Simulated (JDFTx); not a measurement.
Nd, 1 atom in the cell. The structure is cubic, space group Im-3m (No. 229). Conventional cell: a = 4.151 Å, b = 4.151 Å, c = 4.151 Å, α = 90.00°, β = 90.00°, γ = 90.00°. Nd (site symmetry m-3m) is surrounded by 8 Nd at 3.59 Å. This isn't the form of Nd at room conditions, which is double hcp.

```yaml
Program: JDFTx 1.7.0 (patched build)
Task: single point
Functional: PBE
Potentials_or_basis: PseudoDojo-SR-PBE-0.4 3+ lanthanide files with smoothed tails
Cutoff: 680 eV
Density_cutoff: 2721 eV
k_mesh: 9 × 9 × 9
Occupations: fermi-dirac, width 0.05 eV
Spin: no spin polarisation
Local_potential_set_to_-Z/r_beyond: 6 bohr
Density_cutoff_over_wavefunction_cutoff: 4
Max_SCF_steps: 100
SCF_threshold_on_the_energy: 1e-09 Ha
Solver_of_the_electrons: scf
Further_solve_for_the_empty_bands: yes
```

Potentials or basis: PseudoDojo-SR-PBE-0.4 3+ lanthanide files with smoothed tails.

Command:

```bash
$ jdftx -c 1 -i Nd.in -o Nd.out
```

Hardware: 1 thread of Arm Neoverse V2 (shared host).

How long does it take, and how much memory?

Wall time 11 s on 1 thread of Arm Neoverse V2, with other jobs on the host, peak memory 0.06 GiB. Counts: scf iterations 9, bands 11, k points 35, plane waves 1440.
